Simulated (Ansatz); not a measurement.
Write the native input for Ansatz 0.2.0 that does the following.

```yaml
Task: single point
Functional: PBE
Potentials_or_basis: Ansatz PAW
Cutoff: "420 eV (not typed: the program's choice for these potentials)"
k_mesh: 11 × 11 × 6
Occupations: gaussian, width 0.014 eV
Spin: collinear spin, ferromagnetic start
Starting_moments: "[4.0, 0.0, 0.0] μB"
```

MnO2:

```xyz
3
Lattice="2.8566 0.0000 0.0000 -1.4283 2.4739 0.0000 0.0000 0.0000 4.6014" Properties=species:S:1:pos:R:3 pbc="T T T"
Mn    0.0000    0.0000    2.3007
O     0.0000    1.6492    3.2499
O     1.4283    0.8246    1.3515
```

Measurements of this composition are mostly on another form, of space group No. 136.

These files were run (other wordings do the same):

input.yaml

```yaml
crystal:
  lattice:
    - [2.8565781804, 0.0, 0.0]
    - [-1.4282890902, 2.4738692722, 0.0]
    - [0.0, 0.0, 4.6013740589]
  atoms:
    - { symbol: Mn, position: [0.0, 0.0, 0.5], spin: 4.0 }
    - { symbol: O, position: [0.3333333333, 0.6666666667, 0.70629257] }
    - { symbol: O, position: [0.6666666667, 0.3333333333, 0.29370743] }
hamiltonian:
  xc: pbe
  pseudopotentials: { kind: paw }
magnetization:
  spin_polarized: true
kpoints:
  mp_grid: { grid: [11, 11, 6] }
scf:
  occupations: { method: gaussian, width: 0.014 }
output:
  forces: true
  stress: true
  eigenvalues: true
```

Potentials or basis: Ansatz PAW.

Command:

```bash
$ ansatz run input.yaml --threads 2 --pin off --max-ram 5632MiB --backend cpu --events-out ev --progress --plain --runs-dir out
```

Results of the run:

```
Pressure               : 4.8 GPa
Largest force          : 0.218 eV/Å
Band gap on the k mesh : 0.85 eV, indirect (least direct gap 0.90 eV)
Net moment             : 3.00 μB per cell
Absolute moment        : 3.04 μB per cell
Site moments           : Mn +2.49; O +0.05 μB
```

Caveat: odd divisions of the mesh miss points on the zone boundary, where band edges often lie, so the gap on the mesh can be too wide; the pressure holds a Pulay correction of +0.8 GPa for the finite cutoff; a cell with one magnetic atom can't hold antiferromagnetic order, which such compounds often take.

Wall time 7.9 s on 2 threads of Intel(R) Xeon(R) Processor @ 2.70GHz, on a shared host, peak memory 0.41 GiB.
